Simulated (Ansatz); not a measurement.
## InSb (I-4m2), tetragonal deformation path

Computed with Ansatz, DFT LDA, scalar-relativistic, plane waves, PAW. Settings: plane waves to 420 eV, k-mesh 22×22×22 (Γ-centred), Gaussian smearing 0.15 eV. No spin polarisation. Energies are free energies at this smearing, counted from the undisturbed cell; pressure is positive in compression.

The starting cell (as given, not relaxed at this level; it stands at -4.2 GPa; this form isn't the usual structure):

```
In Sb
1.0
    -2.94474    2.94474    1.63638
     2.94474   -2.94474    1.63638
     2.94474    2.94474   -1.63638
In Sb
1 1
Direct
  0.25000 0.75000 0.50000
  0.00000 0.00000 0.00000
```

At fixed volume and fractional coordinates, lengths along (0.000, 0.000, 1.000) are scaled against those across it; ρ is that ratio over its starting value. The cell is metallic on the mesh throughout.

| ρ | ΔE (meV/atom) |
| --- | --- |
| 0.800 | 137.6 |
| 0.850 | 64.1 |
| 0.920 | 11.0 |
| 0.960 | 0.3 |
| 1.000 | 0.0 |
| 1.050 | 8.5 |
| 1.100 | 23.8 |
| 1.200 | 60.9 |
| 1.300 | 92.9 |

Task: Predict the pressure (GPa) at each point.

Result:
| ρ | pressure (GPa) |
| --- | --- |
| 0.800 | -0.8 |
| 0.850 | -2.8 |
| 0.920 | -4.0 |
| 0.960 | -4.2 |
| 1.000 | -4.2 |
| 1.050 | -3.8 |
| 1.100 | -3.3 |
| 1.200 | -1.9 |
| 1.300 | -0.3 |

Cost: 9 runs of about 8.2 core-minutes in all, on AMD EPYC 7R43 (Zen 3) (shared hosts).